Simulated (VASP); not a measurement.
# KF (I4mm) in VASP: a series of runs

The runs below take KF through single point, with LDA.

All numbers are computed with VASP 6.6.1; they aren't measurements. Logs are shortened: lines on timing, memory, paths and dates and some standing lists are left out, and cuts for length are marked.

## (1) The cell of the first run

Symmetry: I4mm, No. 107, tetragonal system. Conventional cell: a = 3.781 Å, b = 3.781 Å, c = 5.347 Å, α = 90.00°, β = 90.00°, γ = 90.00°. K (site symmetry 4mm) is surrounded by 5 F at 2.47 to 2.68 Å. Around F (site symmetry 4mm) lie 5 K at 2.47 to 2.68 Å.

## (2) Single point, LDA (all K atoms moved -0.200 Å, as atom 1 along Cartesian [1 0 0])

The input, INCAR:

```
ALGO     = Fast           # electronic algorithm
EDIFF    = 1E-6           # SCF threshold, eV
ENCUT    = 520            # plane-wave cutoff, eV
ISIF     = 2              # what is computed and relaxed
ISMEAR   = 0              # smearing method
LASPH    = True           # aspherical terms in the spheres
LCHARG   = False          # write CHGCAR
LREAL    = False          # projectors in reciprocal space
LWAVE    = False          # write WAVECAR
NBANDS   = 15             # bands
NELM     = 80             # most SCF steps
PREC     = Accurate       # precision mode
SIGMA    = 0.05           # smearing width, eV
```

The input, KPOINTS:

```
k-points
0
Gamma
  8 8 8
```

The input, POSCAR:

```
KF
1.0
    0.0000000000      2.6735000000      2.6735000000
    2.6735000000      0.0000000000      2.6735000000
    2.6735000000      2.6735000000      0.0000000000
K F
1 1
Direct
    0.0374041519     -0.0374041519     -0.0374041519
    0.5000000000      0.5000000000      0.5000000000
```

Potentials or basis: VASP PAW LDA potentials, release 64 (K_sv, F).

Command:

```
$ cat potpaw_LDA.64/K_sv/POTCAR potpaw_LDA.64/F/POTCAR > POTCAR
$ mpirun -np 1 vasp_std > vasp.out
```

OUTCAR:

```text
EDIFF = 1E-6
   ENCUT = 520
   ISIF = 2
   ISMEAR = 0
   LASPH = True
   LREAL = False
   NELM = 80
   PREC = Accurate

 ion  position               nearest neighbor table
   1  0.037  0.963  0.963-   2 2.47   2 2.68   2 2.68   2 2.68   2 2.68
   2  0.500  0.500  0.500-   1 2.47   1 2.68   1 2.68   1 2.68   1 2.68

  LATTYP: Found a face centered cubic cell.
 ALAT       =     5.3470000000

  Lattice vectors:

 A1 = (   0.0000000000,   2.6735000000,   2.6735000000)
 A2 = (   2.6735000000,   0.0000000000,   2.6735000000)
 A3 = (   2.6735000000,   2.6735000000,   0.0000000000)

Analysis of symmetry for initial positions (statically):
=====================================================================
 Subroutine PRICEL returns:
 Original cell was already a primitive cell.

 Routine SETGRP: Setting up the symmetry group for a
 face centered cubic supercell.

 Subroutine GETGRP returns: Found  8 space group operations
 (whereof  8 operations were pure point group operations)
 out of a pool of 48 trial point group operations.

The static configuration has the point symmetry C_4v.

Analysis of symmetry for dynamics (positions and initial velocities):
=====================================================================
 Subroutine PRICEL returns:
 Original cell was already a primitive cell.

 Routine SETGRP: Setting up the symmetry group for a
 face centered cubic supercell.

 Subroutine GETGRP returns: Found  8 space group operations
 (whereof  8 operations were pure point group operations)
 out of a pool of 48 trial point group operations.

The dynamic configuration has the point symmetry C_4v.

 Subroutine INISYM returns: Found  8 space group operations
 (whereof  8 operations are pure point group operations),
 and found     1 'primitive' translations

----------------------------------------------------------------------------------------

                                     Primitive cell

  volume of cell :      38.2182

  direct lattice vectors                    reciprocal lattice vectors
     0.000000000  2.673500000  2.673500000    -0.187020759  0.187020759  0.187020759
     2.673500000  0.000000000  2.673500000     0.187020759 -0.187020759  0.187020759
     2.673500000  2.673500000  0.000000000     0.187020759  0.187020759 -0.187020759

  length of vectors
     3.780899959  3.780899959  3.780899959     0.323929457  0.323929457  0.323929457

  position of ions in fractional coordinates (direct lattice)
     0.037404152  0.962595848  0.962595848
     0.500000000  0.500000000  0.500000000

  ion indices of the primitive-cell ions
   primitive index   ion index
                 1           1
                 2           2

----------------------------------------------------------------------------------------

 KPOINTS: k-points

Automatic generation of k-mesh.
 Grid dimensions read from file:
 generate k-points for:    8    8    8

 Generating k-lattice:

  Cartesian coordinates                     Fractional coordinates (reciprocal lattice)
    -0.023377595  0.023377595  0.023377595     0.125000000  0.000000000  0.000000000
     0.023377595 -0.023377595  0.023377595     0.000000000  0.125000000  0.000000000
     0.023377595  0.023377595 -0.023377595     0.000000000  0.000000000  0.125000000

  Length of vectors
     0.040491182  0.040491182  0.040491182

  Shift w.r.t. Gamma in fractional coordinates (k-lattice)
     0.000000000  0.000000000  0.000000000

 Subroutine IBZKPT returns following result:
 ===========================================

 Found     59 irreducible k-points:

 Following reciprocal coordinates:
            Coordinates               Weight
  0.000000  0.000000  0.000000      1.000000
  0.125000  0.000000  0.000000      8.000000
  0.250000  0.000000  0.000000      8.000000
  0.375000  0.000000  0.000000      8.000000
  0.500000  0.000000  0.000000      4.000000
  0.125000  0.125000  0.000000      4.000000
[... 16 lines left out ...]
  0.000000  0.375000  0.250000      8.000000
  0.500000  0.250000  0.000000     16.000000
 [... further k-points ...]
   k-points           NKPTS =     59   k-points in BZ     NKDIM =     59   number of bands    NBANDS=     15
   number of dos      NEDOS =    301   number of ions     NIONS =      2
   total plane-waves  NPLWV =  21952
   dimension x,y,z NGX =    28 NGY =   28 NGZ =   28
   dimension x,y,z NGXF=    56 NGYF=   56 NGZF=   56
   ions per type =               1   1
   NGX,Y,Z   is equivalent  to a cutoff of  12.31, 12.31, 12.31 a.u.
   NGXF,Y,Z  is equivalent  to a cutoff of  24.62, 24.62, 24.62 a.u.
 SYSTEM =  unknown system
   PREC   = accura    normal or accurate (medium, high low for compatibility)
   ISTART =      0    job   : 0-new  1-cont  2-samecut
   ICHARG =      2    charge: 1-file 2-atom 10-const
   ISPIN  =      1    spin polarized calculation?
   LNONCOLLINEAR =      F non collinear calculations
   LSORBIT =      F    spin-orbit coupling
   LASPH  =      T    aspherical Exc in radial PAW
   ENCUT  =  520.0 eV  38.22 Ry    6.18 a.u.   7.03  7.03  7.03*2*pi/ulx,y,z
   NELM   =     80;   NELMIN=  2; NELMDL= -5     # of ELM steps
   EDIFF  = 0.1E-05   stopping-criterion for ELM
   LREAL  =      F    real-space projection
   EDIFFG = 0.1E-04   stopping-criterion for IOM
   NSW    =      0    number of steps for IOM
   IBRION =     -1    ionic relax: 0-MD 1-quasi-New 2-CG
   NFREE  =      0    steps in history (QN), initial steepest desc. (CG)
   ISIF   =      2    stress and relaxation
   ISYM   =      2    0-nonsym 1-usesym 2-fastsym
   POTIM  = 0.5000    time-step for ionic-motion
   TEBEG  =    0.0;   TEEND  =   0.0 temperature during run
   PSTRESS=    0.0 pullay stress
   NELECT =      16.0000    total number of electrons
   NUPDOWN=      -1.0000    fix difference up-down
   EMIN   =  10.00;   EMAX   =-10.00  energy-range for DOS
   EFERMI =   0.00;   METHOD = LEGACY
   ISMEAR =     0;   SIGMA  =   0.05  broadening in eV -4-tet -1-fermi 0-gaus
   EFERMI_NEDOS =   21; number of points for ismear=-14 and -15
   IALGO  =     68    algorithm
   IMIX   =      4    mixing-type and parameters
     AMIX     =   0.40;   BMIX     =  1.00
     AMIX_MAG =   1.60;   BMIX_MAG =  1.00
  volume/ion in A,a.u.               =      19.11       128.95
  Fermi-wavevector in a.u.,A,eV,Ry     =   1.224686  2.314320 20.406766  1.499855
  Thomas-Fermi vector in A             =   2.359751
   LORBIT       =      0    0 simple, 1 ext, 2 COOP (PROOUT), +10 PAW based schemes
   GGA     = CA    functional components
   LHFCALC =     F    Hartree Fock is set to
   AEXX    =    0.0000 exact exchange contribution
   IVDW    =     0    specifies the selected vdW correction
   LEPSILON=     F    determine dielectric tensor
   LRPA    =     F    only Hartree local field effects (RPA)
 non-spin polarized calculation
 RMM-DIIS sequential band-by-band and
 Gauss-broadening in eV      SIGMA  =   0.05
  energy-cutoff  :      520.00
  volume of cell :       38.22
 maximum number of plane-waves:      1056
   NGX = 13   NGY = 13   NGZ = 13

 number of electron      16.0000001 magnetization

 Free energy of the ion-electron system (eV)
  ---------------------------------------------------
  ext. energy  EPLUGINS =         0.00000000
  ---------------------------------------------------
  free energy    TOTEN  =        -9.00503441 eV

  energy without entropy =       -9.00503441  energy(sigma->0) =       -9.00503441

 E-fermi :  -3.0352     XC(G=0):  -9.1046

 val. band max:       -3.2539654934   @ k =   0.0000   0.0000   0.0000
 cond. band min:       2.5334972353   @ k =   0.0000   0.0000   0.0000
 fundamental gap:      5.7874627287
 Fermi energy:        -3.0352404020

 k-point     1 :       0.0000    0.0000    0.0000
  band No.  band energies     occupation
      1     -28.8543      2.00000
      2     -21.4677      2.00000
      3     -12.3305      2.00000
      4     -12.3237      2.00000
      5     -12.3237      2.00000
      6      -3.2736      2.00000
      7      -3.2736      2.00000
      8      -3.2540      2.00000
      9       2.5335      0.00000
     10       7.2929      0.00000
     11       7.3519      0.00000
     12       7.3519      0.00000
     13       9.0184      0.00000
     14       9.1400      0.00000
     15      13.0889      0.00000

 k-point     2 :       0.1250    0.0000    0.0000
  band No.  band energies     occupation
      1     -28.8390      2.00000
      2     -21.4833      2.00000
      3     -12.3740      2.00000
      4     -12.3306      2.00000
      5     -12.3302      2.00000
      6      -3.4228      2.00000
      7      -3.3240      2.00000
      8      -3.3008      2.00000
      9       2.9731      0.00000
     10       7.0199      0.00000
     11       7.5253      0.00000
     12       7.5501      0.00000
     13       9.1718      0.00000
     14       9.2962      0.00000
     15      13.8988      0.00000

 k-point     3 :       0.2500    0.0000    0.0000
  band No.  band energies     occupation
      1     -28.8017      2.00000
      2     -21.5197      2.00000
      3     -12.4743      2.00000
      4     -12.3503      2.00000
      5     -12.3455      2.00000
      6      -3.7265      2.00000
      7      -3.4433      2.00000
      8      -3.4202      2.00000
      9       4.0614      0.00000
     10       6.5972      0.00000
     11       8.0373      0.00000
     12       8.0496      0.00000
     13       9.6336      0.00000
     14       9.7557      0.00000
     15      15.1134      0.00000
[... 343 lines left out ...]
 k-point    23 :       0.0000    0.3750    0.2500
  band No.  band energies     occupation
      1     -28.7575      2.00000
      2     -21.5265      2.00000
      3     -12.6235      2.00000
      4     -12.4844      2.00000
      5     -12.4710      2.00000
      6      -3.7250      2.00000
      7      -3.3840      2.00000
      8      -3.3542      2.00000
      9       5.2174      0.00000
     10       5.4462      0.00000
     11       8.7474      0.00000
     12       9.3290      0.00000
     13       9.9604      0.00000
     14      10.1929      0.00000
     15      14.2265      0.00000

 k-point    24 :       0.5000    0.2500    0.0000
  band No.  band energies     occupation
      1     -28.7370      2.00000
      2     -21.5331      2.00000
      3     -12.7226      2.00000
      4     -12.5263      2.00000
      5     -12.4600      2.00000
      6      -3.7231      2.00000
      7      -3.5243      2.00000
      8      -3.4311      2.00000
      9       5.6013      0.00000
     10       6.3513      0.00000
     11       8.2123      0.00000
     12       9.5428      0.00000
     13      10.8482      0.00000
     14      11.1453      0.00000
     15      12.1712      0.00000

 [... further k-points ...]

------------------------ aborting loop because EDIFF is reached ----------------------------------------

  FORCE on cell =-STRESS in cart. coord.  units (eV):
  Direction    XX          YY          ZZ          XY          YZ          ZX
  --------------------------------------------------------------------------------------
  -------------------------------------------------------------------------------------
  Total       -0.3608608     -0.8382879     -0.8382879      0.0000000      0.0000000      0.0000000
  in kB      -15.1279386    -35.1425462    -35.1425462      0.0000000      0.0000000      0.0000000
  external PRESSURE =     -28.4710103 kB  Pullay stress =       0.0000000 kB

 VOLUME and BASIS-vectors are now :
 -----------------------------------------------------------------------------
  energy-cutoff  :      520.00
  volume of cell :       38.22
      direct lattice vectors                 reciprocal lattice vectors
     0.000000000  2.673500000  2.673500000    -0.187020759  0.187020759  0.187020759
     2.673500000  0.000000000  2.673500000     0.187020759 -0.187020759  0.187020759
     2.673500000  2.673500000  0.000000000     0.187020759  0.187020759 -0.187020759

 POSITION                                       TOTAL-FORCE (eV/Angst)
 -----------------------------------------------------------------------------------
      5.14700      2.67350      2.67350         0.308358      0.000000      0.000000
      2.67350      2.67350      2.67350        -0.308358      0.000000      0.000000
 -----------------------------------------------------------------------------------
    total drift:                               -0.001335     -0.000000     -0.000000

  FREE ENERGIE OF THE ION-ELECTRON SYSTEM (eV)
  ---------------------------------------------------
  free  energy   TOTEN  =        -9.0050344051 eV

  energy  without entropy=       -9.0050344051  energy(sigma->0) =       -9.00503441
```

Wall time 24 s (1 thread of Intel Xeon Platinum 8488C (Sapphire Rapids), shared host); peak memory 0.15 GiB.

What came out:

- Free energy: -9.0050 eV
- Pressure: -2.8 GPa
- Largest force: 0.308 eV/Å
- Band gap on the k mesh: 5.79 eV, direct

Forces on the atoms (eV/Å):
```
K    0.308  0.000  0.000
F   -0.308  0.000  0.000
```

## (3) Single point, LDA (all K atoms moved +0.075 Å, as atom 1 along Cartesian [1 0 0])

The input, INCAR:

```
PREC = Accurate ; ENCUT = 520
EDIFF = 1E-7 ; ISMEAR = 0
SIGMA = 0.05 ; LREAL = False
LASPH = True ; NELM = 80
ALGO = Normal ; ISIF = 2
LWAVE = False ; LCHARG = False
GGA = CA ; NBANDS = 15
```

The input, KPOINTS:

```
regular mesh
0
Gamma
  8 8 8
```

POSCAR: that of step 2 with these lines changed.

```diff
@@ -8,3 +8,3 @@
 Direct
-    0.0374041519     -0.0374041519     -0.0374041519
+   -0.0140265569      0.0140265569      0.0140265569
     0.5000000000      0.5000000000      0.5000000000
```

Potentials or basis: VASP PAW LDA potentials, release 64 (K_sv, F).

Command:

```
$ cat potpaw_LDA.64/K_sv/POTCAR potpaw_LDA.64/F/POTCAR > POTCAR
$ mpirun -np 1 vasp_std > vasp.out
```

Wall time 17 s (1 thread of Intel Xeon Platinum 8488C (Sapphire Rapids), shared host); peak memory 0.16 GiB.

The run converged. Its results:

```
Free energy            : -9.0293 eV
Pressure               : -3.4 GPa
Largest force          : 0.096 eV/Å
Band gap on the k mesh : 5.78 eV, direct
```

Forces on the atoms (eV/Å):
```
K   -0.096  0.000  0.000
F    0.096  0.000  0.000
```

Stress tensor (GPa, compression positive):
```
-3.19  0.00  0.00
 0.00 -3.46  0.00
 0.00  0.00 -3.46
```

Levels at points of the mesh, in eV from the valence-band top:
```csv
k point,band 4,band 5,band 6,band 7,band 8,band 9,band 10,band 11,band 12,band 13
"(0.00, 0.00, 0.00)",-9.10,-9.10,0.00,0.00,0.00,5.78,10.51,10.52,10.52,12.24
"(0.50, 0.00, 0.00)",-9.15,-9.14,-0.84,-0.36,-0.36,8.77,10.19,11.96,11.97,14.30
"(0.50, 0.50, 0.00)",-9.33,-9.33,-0.21,-0.06,-0.05,7.92,10.10,11.38,13.58,14.27
"(0.00, 0.50, 0.50)",-9.33,-9.33,-0.21,-0.05,-0.05,7.90,10.09,11.38,13.58,14.27
```

A k mesh can miss the band edges.
